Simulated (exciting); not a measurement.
A run of exciting (release sodium):

File input.xml:

```xml
<input>
  <title>HgSe</title>
  <structure speciespath="./" tshift="false" cartesian="true">
    <crystal scale="1.88972612463">
      <basevect>0.000000000000 3.039000000000 3.039000000000</basevect>
      <basevect>3.039000000000 0.000000000000 3.039000000000</basevect>
      <basevect>3.039000000000 3.039000000000 0.000000000000</basevect>
    </crystal>
    <species speciesfile="Hg.xml" rmt="2.3">
      <atom coord="0.000000000000 0.000000000000 0.000000000000"/>
    </species>
    <species speciesfile="Se.xml" rmt="2">
      <atom coord="8.614316539107 8.614316539107 8.614316539107"/>
    </species>
  </structure>
  <groundstate do="fromscratch" ngridk="4 4 4" rgkmax="9" gmaxvr="14" lmaxapw="10" lmaxmat="10" lmaxvr="8" stype="Fermi Dirac" swidth="0.00099958" nempty="20" ValenceRelativity="iora*" epsengy="1e-05" epspot="1e-05" maxscl="60" tforce="true" outputlevel="normal">
    <libxc exchange="XC_GGA_X_RPBE" correlation="XC_GGA_C_PBE"/>
    <spin spinorb="true"/>
  </groundstate>
  <properties>
    <chargedensityplot>
      <plot3d>
        <box grid="22 22 22">
          <origin coord="0 0 0"/>
          <point coord="1 0 0"/>
          <point coord="0 1 0"/>
          <point coord="0 0 1"/>
        </box>
      </plot3d>
    </chargedensityplot>
    <elfplot>
      <plot3d>
        <box grid="22 22 22">
          <origin coord="0 0 0"/>
          <point coord="1 0 0"/>
          <point coord="0 1 0"/>
          <point coord="0 0 1"/>
        </box>
      </plot3d>
    </elfplot>
    <exccplot>
      <plot3d>
        <box grid="22 22 22">
          <origin coord="0 0 0"/>
          <point coord="1 0 0"/>
          <point coord="0 1 0"/>
          <point coord="0 0 1"/>
        </box>
      </plot3d>
    </exccplot>
  </properties>
</input>
```

Potentials or basis: all-electron LAPW+lo, shipped species files, valence relativity iora*.

The run is started by

```bash
$ OMP_NUM_THREADS=1 exciting_smp
```

Hardware: 1 thread of Arm Neoverse V1, on a shared host.

Problem. How long does it take, and how much memory?

Solution. Run time: 3.6 min on 1 thread of Arm Neoverse V1 (shared host), peak memory 0.2 GiB. Counts: scf iterations 16, plane waves 604.
